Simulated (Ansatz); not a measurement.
Molecular dynamics on a 2×2×1 supercell (12 atoms) of HfS2 (CdI2 type), relaxed with r2SCAN+rVV10. Forces come from PBE in the PAW code Ansatz: a Nosé-Hoover thermostat at fixed volume, 100 K, steps of 2 fs. Computed, non-magnetic; the trajectory is short and the cell small, so nothing here is a converged average.

```yaml
crystal:
  lattice:
    - [7.2605919126, -1.0e-10, 0.0]
    - [-3.6302959562, 6.2878570428, 0.0]
    - [0.0, 0.0, 5.8783581538]
  atoms:
    - { symbol: Hf, position: [0.0, 0.0, 0.0] }
    - { symbol: S, position: [0.1666666667, 0.3333333333, 0.2446279711] }
    - { symbol: S, position: [0.3333333333, 0.1666666667, 0.7553720289] }
    - { symbol: Hf, position: [0.0, 0.5, 0.0] }
    - { symbol: S, position: [0.1666666667, 0.8333333333, 0.2446279711] }
    - { symbol: S, position: [0.3333333333, 0.6666666667, 0.7553720289] }
    - { symbol: Hf, position: [0.5, 0.0, 0.0] }
    - { symbol: S, position: [0.6666666667, 0.3333333333, 0.2446279711] }
    - { symbol: S, position: [0.8333333333, 0.1666666667, 0.7553720289] }
    - { symbol: Hf, position: [0.5, 0.5, 0.0] }
    - { symbol: S, position: [0.6666666667, 0.8333333333, 0.2446279711] }
    - { symbol: S, position: [0.8333333333, 0.6666666667, 0.7553720289] }
kpoints:
  mp_grid: { grid: [3, 3, 2] }
hamiltonian:
  xc: pbe
scf:
  occupations: { method: fermi_dirac, width: 0.02 }
md:
  ensemble: nvt_nose_hoover
  temperature: 100
  timestep: 2.0
  n_steps: 30
  initial_velocities: maxwell_boltzmann
  seed: 8916
```

Command: `ansatz run input.yaml --threads 4 --pin off --max-ram 3686MiB --backend cpu --events-out ev --progress --plain --runs-dir out`.

Q: It ran on 4 threads of Arm Neoverse V1, on a shared host, load about 0.9 per core. About how long did it take, and what peak of host memory did it reach?

A: About 2.3 min, with a peak of 0.95 GiB.

Q: How do temperature and energy develop?

A: The temperature starts at 100 K, is lowest at step 17 (44 K, 34 fs) and ends at 64 K. The thermostat hasn't had time to restore it. The atoms start on their lattice sites with kinetic energy alone, so much of it first passes into potential energy. By the last step the atoms have moved 0.05 Å in the root mean square, the drift of the whole cell taken out, 0.10 Å at most.
```tsv
step	t (fs)	T (K)	free energy F from step 0 (meV/atom)	kinetic energy (meV/atom)	largest force (eV/Å)
0	0	100	0.0	11.8	0.11
1	2	99	0.1	11.7	0.16
2	4	97	0.3	11.5	0.20
3	6	94	0.7	11.2	0.25
4	8	91	1.1	10.7	0.31
5	10	86	1.6	10.2	0.38
6	12	82	2.2	9.7	0.44
7	14	77	2.8	9.1	0.50
8	16	72	3.4	8.5	0.56
9	18	67	4.0	7.9	0.61
10	20	62	4.6	7.3	0.66
11	22	57	5.1	6.8	0.70
12	24	54	5.6	6.4	0.74
13	26	50	6.0	6.0	0.77
14	28	48	6.3	5.7	0.79
15	30	46	6.5	5.4	0.81
16	32	45	6.7	5.3	0.82
17	34	44	6.7	5.3	0.82
18	36	45	6.7	5.3	0.82
19	38	45	6.7	5.4	0.81
20	40	46	6.6	5.5	0.80
21	42	48	6.4	5.7	0.79
22	44	50	6.2	5.9	0.76
23	46	52	6.0	6.2	0.74
24	48	54	5.8	6.4	0.71
25	50	56	5.6	6.7	0.68
26	52	58	5.4	6.9	0.65
27	54	60	5.3	7.1	0.61
28	56	62	5.2	7.3	0.57
29	58	63	5.1	7.4	0.54
30	60	64	5.0	7.6	0.50
```

Positions (Å) and forces (eV/Å) at step 30:
```
Hf  -0.020  -0.018  -0.097     0.104   0.086   0.182
S   -0.035   2.064   1.476     0.118   0.074  -0.256
S    1.821   1.047   4.430    -0.020   0.048   0.139
Hf  -1.752   3.163   0.019    -0.482  -0.115  -0.065
S   -1.870   5.244   1.443     0.126   0.047  -0.141
S    0.002   4.155   4.407     0.006   0.173   0.259
Hf   3.640  -0.002   0.029    -0.214   0.147  -0.039
S    3.643   2.092   1.448    -0.122  -0.033  -0.056
S    5.380   1.064   4.409     0.182  -0.042   0.150
Hf   1.794   3.153   0.049     0.202  -0.209  -0.067
S    1.816   5.243   1.470    -0.015   0.017  -0.175
S    3.585   4.191   4.426     0.115  -0.193   0.069
```
